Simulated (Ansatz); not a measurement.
ZnO: how the free axis answers a strain

ZnO, P6_3mc, a = 3.235 Å, c = 5.212 Å. Ansatz: r2SCAN, PAW, 500 eV, Γ-centred 12×12×6 mesh on 4 atoms, Gaussian smearing 0.02 eV; no spin polarisation. Series: biaxial strain in the a-b plane, c and atoms relaxed; x is the strain in per cent. y is the change of c in per cent of 5.212 Å.

```tsv
x (%)	y (%)
-6.0	5.69
-4.0	3.88
-2.0	?
0.0	0.00
2.0	-2.14
4.0	-4.52
6.0	-7.80
```

Q: Fit y = c1 x + c2 x² to the other rows, say what c1 measures, and predict the missing y.

A: Least squares on the rows shown. y = −1.098 x − 0.02756 x². With no stress along c, c1 = −2C13/C33 = -1.098. With a term in x³ added, the coefficient of x becomes -0.9932, 10 % less, which shows how far this figure hangs on the form. At x = -2.0 the fit asked for gives 2.09 %. The run gave 1.99 %, so the fit is 0.10 % too high, within the rms miss on the fitted rows (0.19 %).